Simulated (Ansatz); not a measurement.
# WSe$_{2}$ (P-3m1), clamped-ion strain scan

Method: DFT PBE, scalar-relativistic, plane waves, PAW in Ansatz. The runs took a 420 eV cutoff, a Γ-centred 12×12×1 mesh and Gaussian smearing (0.05 eV). Spin–orbit coupling is left out, which matters for the heavy elements here. No spin polarisation. Energies are free energies at this smearing, counted from the undisturbed cell; pressure is positive in compression.

Zero of the scan (relaxed at this level; this form isn't the usual structure):

```
W Se
1.0
     3.32068    0.00000    0.00000
    -1.66034    2.87579    0.00000
     0.00000    0.00000   38.77011
W Se
4 8
Direct
  0.66667 0.33333 0.90171
  0.66667 0.33333 0.29464
  0.33333 0.66667 0.70536
  0.33333 0.66667 0.09829
  0.33333 0.66667 0.94500
  0.33333 0.66667 0.33792
  0.66667 0.33333 0.74865
  0.66667 0.33333 0.14158
  0.33333 0.66667 0.85842
  0.33333 0.66667 0.25135
  0.66667 0.33333 0.66208
  0.66667 0.33333 0.05500
```

The cell holds layers and no dispersion correction was added, so their binding is poorly described.

The cell is strained by ε times the Voigt pattern (0, 0, 1, 0, 0, 0) (xx, yy, zz, yz, xz, xy; engineering shear) with fractional coordinates fixed.

| ε | ΔE (meV/atom) | stress summed along the pattern (GPa, tension positive) | pressure (GPa) | gap on the mesh (eV) |
| --- | --- | --- | --- | --- |
| -0.1000 | 185.6 | -20.76 | 12.7 | 0.39 |
| -0.0750 | ? | -14.71 | ? | 0.75 |
| -0.0500 | 43.0 | -9.27 | ? | ? |
| -0.0250 | 10.4 | -4.38 | 2.6 | 1.39 |
| 0.0000 | 0.0 | 0.00 | 0.0 | 1.51 |
| 0.0250 | 9.6 | ? | ? | 1.38 |
| 0.0500 | 37.0 | 7.40 | -4.1 | 1.26 |
| 0.0750 | 80.2 | 10.49 | -5.8 | 1.15 |
| 0.0875 | 107.2 | 11.89 | -6.5 | 1.09 |
| 0.1000 | 137.4 | 13.21 | -7.2 | 1.04 |

Task: Give the withheld values.

Result: ΔE (meV/atom) at ε = -0.0750: 100.5; pressure (GPa) at ε = -0.0750: 8.9; pressure (GPa) at ε = -0.0500: 5.5; gap on the mesh (eV) at ε = -0.0500: 1.08; stress summed along the pattern (GPa, tension positive) at ε = 0.0250: 3.92; pressure (GPa) at ε = 0.0250: -2.2.

Cost: 10 runs of about 16 core-minutes in all, on Intel Xeon Processor @ 2.50GHz (Skylake/Cascade Lake) (shared hosts).